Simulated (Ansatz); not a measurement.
Write the native input for Ansatz 0.2.0 that does the following.

* Task: relaxation of cell and atoms
* Functional: PBE
* Potentials or basis: Ansatz PAW
* Cutoff: 420 eV (not typed: the program's choice for these potentials)
* k mesh: 7 × 7 × 7
* Occupations: fermi-dirac, width 0.05 eV
* Spin: no spin polarisation

TiSi2:

```xyz
6
Lattice="0.0000 4.1175 4.2629 2.3895 0.0000 4.2629 2.3895 4.1175 0.0000" Properties=species:S:1:pos:R:3 pbc="T T T"
Ti    3.5843    6.1763    6.3943
Ti    2.3895    4.1175    4.2629
Si    1.1948    3.3975    2.1314
Si    1.1948    0.7200    2.1314
Si    2.3895    1.3387    4.2629
Si    2.3895    6.8963    4.2629
```

The cell is a database's computed one.

One way to write it, as run:

input.yaml

```yaml
crystal:
  lattice:
    - [0.0, 4.1175163063, 4.2628978354]
    - [2.3895119538, 0.0, 4.2628978354]
    - [2.3895119538, 4.1175163063, 0.0]
  atoms:
    - { symbol: Ti, position: [0.75, 0.75, 0.75] }
    - { symbol: Ti, position: [0.5, 0.5, 0.5] }
    - { symbol: Si, position: [0.41256561, 0.08743439, 0.41256561] }
    - { symbol: Si, position: [0.08743439, 0.41256561, 0.08743439] }
    - { symbol: Si, position: [0.16256561, 0.83743439, 0.16256561] }
    - { symbol: Si, position: [0.83743439, 0.16256561, 0.83743439] }
hamiltonian:
  xc: pbe
  pseudopotentials: { kind: paw }
kpoints:
  mp_grid: { grid: [7, 7, 7] }
scf:
  occupations: { method: fermi_dirac, width: 0.05 }
output:
  forces: true
  stress: true
  eigenvalues: true
relax:
  f_tol: 0.01
  max_steps: 40
  cell: { stress_tol: 0.05 }
```

Potentials or basis: Ansatz PAW.

Command:

```sh
$ ansatz run input.yaml --threads 2 --pin off --max-ram 5632MiB --backend cpu --events-out ev --progress --plain --runs-dir out
```

Results of the run:

| Property | Result |
| --- | --- |
| Relaxed volume | 14.17 Å³/atom |
| Relaxed cell | a = 5.950 Å, b = 4.916 Å, c = 4.773 Å, α = 75.75°, β = 53.21°, γ = 51.03° |
| Space group after relaxing (to 0.05 Å) | Fddd (No. 70) |
| Energy gained by relaxing | 1.4 meV/atom |
| Ionic steps | 5 |
| Pressure after relaxing | 0.0 GPa |
| Band gap on the k mesh | none (metal or under the smearing width) |

Caveat: the plane-wave basis is chosen anew once the cell has moved, so the energies of steps on either side of that aren't comparable.

It took 18 s on 2 threads of AMD EPYC 7R43 64-Core Processor (Zen 3), on a shared host, peak memory 0.48 GiB.
